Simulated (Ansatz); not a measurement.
**Ir: further runs on the relaxed cell**

An exercise on one series of results from a longer session: the logs are not shown, and one member is left open.

The COD entry's cell or inner coordinates are ideal or old and differ from later refinements, so a difference from it is no clean test against experiment.

Method: DFT r2SCAN, scalar-relativistic, plane waves, PAW, in Ansatz 0.2.0.

1 further run of the same task is left out (set aside as unsound or not needed).

## The system as given

The structure is cubic, space group Fm-3m (No. 225). The conventional cell has a = 3.844 Å, b = 3.844 Å, c = 3.844 Å, α = 90.00°, β = 90.00°, γ = 90.00°. Around Ir (site symmetry m-3m) lie 12 Ir at 2.72 Å.

As a file:

```cif
data_structure
_symmetry_space_group_name_H-M 'P 1'
_symmetry_Int_Tables_number 1
_cell_length_a 2.7182
_cell_length_b 2.7182
_cell_length_c 2.7182
_cell_angle_alpha 60.000
_cell_angle_beta 60.000
_cell_angle_gamma 60.000
_cell_volume 14.20
loop_
_atom_site_label
_atom_site_type_symbol
_atom_site_fract_x
_atom_site_fract_y
_atom_site_fract_z
_atom_site_occupancy
Ir1 Ir 0.00000 0.00000 0.00000 1
```

It is the result of an earlier relaxation at this level (volume 14.20 Å³/atom; gap on the mesh: none (metal)).

Set-up of the first run:

Input file input.yaml:

```yaml
crystal:
  lattice:
    - [0.0, 1.9220797802, 1.9220797802]
    - [1.9220797802, 0.0, 1.9220797802]
    - [1.9220797802, 1.9220797802, 0.0]
  atoms:
    - { symbol: Ir, position: [0.0, 0.0, 0.0] }
basis:
  ecutwfc: 500
kpoints:
  mp_grid: { grid: [18, 18, 18] }
  band_path:
    path:
      - [[0.0, 0.0, 0.0], [0.5, 0.0, 0.5], [0.625, 0.25, 0.625]]
      - [[0.375, 0.375, 0.75], [0.0, 0.0, 0.0], [0.5, 0.5, 0.5], [0.5, 0.25, 0.75], [0.5, 0.0, 0.5]]
    npoints: 14
hamiltonian:
  xc: r2scan
scf:
  occupations: { method: gaussian, width: 0.1 }
  n_extra_bands: 6
output:
  forces: true
  stress: true
  eigenvalues: true
  populations: true
  dos: { projected: true, de: 0.02, nscf_kmesh: { grid: [27, 27, 27] } }
  bader: true
  write_density: true
  write_potential: true
  elf: true
  volumetric_format: npy
```

The run is started by

```bash
$ ansatz run input.yaml --threads 1 --pin off --max-ram 2560MiB --backend cpu --events-out ev --progress --plain --runs-dir out
```

Among the steps run: Static run: bands, density of states and charges; The cell as listed, for comparison; Volume × 0.97; The cell scaled to 1.03 of its volume; Volume × 0.94; Point at V/V0 = 1.06; The cell scaled to 0.91 of its volume; The cell scaled to 1.10 of its volume; Volume × 0.88.

One of the session's tables, all rows but one given; the rest of the session is left out.

It belongs to the step «Fit of the equation of state». 

```
volume (Å³/atom)  energy above the lowest point (meV/atom)  pressure (GPa)
          12.498                                     310.7           66.42
          12.924                                     163.3           45.10
          13.350                                      67.9           27.30
          13.776                                      15.9           12.42
          14.202                                       0.0            0.00
          14.628                                      14.3          -10.35
          15.054                                         ?               ?
          15.622                                     138.4          -28.21
```

Q: Estimate the row for volume (Å³/atom) = 15.054 from the others.

Worked estimate for «energy above the lowest point (meV/atom)». A straight line through the neighbours (14.628, 14.3) and (15.622, 138.4) gives 14.3 + (138.4 − 14.3) × (15.054 − 14.628) / (15.622 − 14.628) = 67.5; a parabola fitted to 3 rows on both sides gives 51.9.

As computed: energy above the lowest point (meV/atom): 53.8; pressure (GPa): -18.97. In «energy above the lowest point (meV/atom)» the line misses by +13.7 and the parabola by -1.9.
